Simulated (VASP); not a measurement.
Set up this calculation in VASP 6.6.1, as the native input.

| Property | Result |
| --- | --- |
| Task | relaxation of cell and atoms |
| Functional | PBEsol |
| Potentials or basis | VASP PAW PBE potentials, release 64 (Os) |
| Cutoff | 600 eV |
| k mesh | 18 × 18 × 18 |
| Occupations | gaussian, width 0.1 eV |
| Spin | no spin polarisation |
| Dipole correction | no |
| Further INCAR settings | ALGO = Normal; EDIFF = 1e-06; IBRION = 2; EDIFFG = -0.005; NSW = 100; ISIF = 3 |

The structure of Os lies in POSCAR:

```
Os
1.0
    0.0000000000      1.9102771447      1.9102771447
    1.9102771447      0.0000000000      1.9102771447
    1.9102771447      1.9102771447      0.0000000000
Os
1
Direct
    0.0000000000      0.0000000000      0.0000000000
```

This isn't the form of Os at room conditions, which is hcp.

The input as run:

INCAR

```
SYSTEM = Os
PREC = Accurate
ENCUT = 600
EDIFF = 1E-6
ISMEAR = 0
SIGMA = 0.1
LREAL = .False.
LASPH = .True.
NELM = 100
ALGO = Normal
ISIF = 3
LWAVE = .False.
LCHARG = .False.
GGA = PS
IBRION = 2
NSW = 100
EDIFFG = -0.005
```

KPOINTS

```
regular mesh
0
Gamma
  18 18 18
  0 0 0
```

Potentials or basis: VASP PAW PBE potentials, release 64 (Os).

Command:

```sh
$ cat potpaw_PBE.64/Os/POTCAR > POTCAR
$ mpirun -np 1 vasp_std > vasp.out
```

Results of the run:

```json
{
 "Relaxed volume": "13.96 Å³/atom",
 "Relaxed cell": "a = 2.703 Å, b = 2.703 Å, c = 2.703 Å, α = 60.00°, β = 60.00°, γ = 60.00°",
 "Space group after relaxing (to 0.05 Å)": "Fm-3m (No. 225)",
 "Energy gained by relaxing": "0.0 meV/atom",
 "Ionic steps": "3",
 "Pressure after relaxing": "0.0 GPa",
 "Band gap on the k mesh": "none (metal or under the smearing width)"
}
```

Caveat: the PAW data sets were made with another functional, which shifts forces and pressure a little.

It took 40 s on 1 thread of Intel(R) Xeon(R) Platinum 8259CL CPU @ 2.50GHz (Skylake/Cascade Lake), on a shared host, peak memory 0.17 GiB.
